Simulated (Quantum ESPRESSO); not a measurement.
## TiO in Quantum ESPRESSO: the effect of target pressure

The system is TiO.

```
CELL_PARAMETERS angstrom
3.03100 0.00000 0.00000
-1.51550 2.62492 0.00000
0.00000 0.00000 3.23770
ATOMIC_POSITIONS crystal
Ti 0.66667 0.33333 0.00000
O 0.00000 0.00000 0.50000
```

Alike in all runs:

| Property | Result |
| --- | --- |
| Program | Quantum ESPRESSO 7.5 |
| Task | phonons |
| Functional | LDA |
| Potentials or basis | PseudoDojo 0.4.1 SR LDA standard |
| Cutoff | 1143 eV |
| Density cutoff | 4572 eV |
| k mesh | 8 × 8 × 7 |
| Occupations | cold, width 0.2 eV |
| Spin | no spin polarisation |

Each run relaxes the cell or the atoms first.

| target pressure | relaxed volume (Å³/atom) | highest phonon frequency (cm⁻¹) |
| --- | --- | --- |
| 0 GPa | 9.13 | 548 |
| 2 GPa | 9.07 | 556 |
| 5 GPa | ? | ? |
| 10 GPa | 8.83 | 587 |
| 15 GPa | 8.70 | 605 |

Task: What does the run with target pressure 5 GPa give?

Result: Relaxed volume 8.97 Å³/atom; highest phonon frequency 568 cm⁻¹.

Worked out: In Murnaghan's law V^(-B') rises as a straight line in P. The other rows fit best with B' = 3.7, V0 = 9.13 Å³/atom and B0 = 282 GPa, which gives 8.98 Å³/atom at 5 GPa, against the run's 8.97. A straight line through the other rows of the highest phonon frequency, of slope 3.81 cm⁻¹ per GPa, gives 567 cm⁻¹, against the run's 568.

Caveats: the mesh is thin for the phonons of a metal; the volume moved by over 15 % at a fixed basis, so the end points are rough; the cell is more than 3 GPa from zero pressure, which shifts response properties (some runs).
